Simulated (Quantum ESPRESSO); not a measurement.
## WC (Qusongite) under changes of volume

One of the cells (10.376 Å³/atom); the others are scaled copies at fixed shape and fractional positions:

```xyz
2
Lattice="2.9065 0.0000 0.0000 -1.4532 2.5171 0.0000 0.0000 0.0000 2.8366" Properties=species:S:1:pos:R:3 pbc="T T T"
W     0.0000    0.0000    0.0000
C     1.4533    0.8390    1.4183
```

```yaml
Program: Quantum ESPRESSO 7.5
Functional: PBEsol
Potentials_or_basis: PseudoDojo 0.4.1 SR PBEsol standard
Cutoff: 1116 eV
Density_cutoff: 4463 eV
k_mesh: 10 × 10 × 9
Occupations: fermi-dirac, width 0.05 eV
Spin: no spin polarisation
```

```csv
volume (Å³/atom),energy over the lowest point (meV/atom),pressure (GPa)
9.754,?,?
9.961,14.33,14.6
10.169,1.42,5.2
10.376,0.00,-3.2
10.584,8.91,-10.7
10.791,27.10,-17.5
10.999,53.64,-23.6
```

Question: What does the run at 9.754 Å³/atom give?

Answer: Energy over the lowest point 40.02 meV/atom; pressure 25.0 GPa.

Worked out: A Birch-Murnaghan fit of order 3 (a polynomial in V^(-2/3)) to the other rows has its minimum at 10.30 Å³/atom with B0 = V·E''(V) = 411 GPa and B' = 4.3 at fixed shape and positions, which overstates the stiffness. It gives 39.97 meV/atom at 9.754 Å³/atom, against the run's 40.02, and -dE/dV = 25.1 GPa, against 25.0.

Energies are extrapolated to zero smearing.
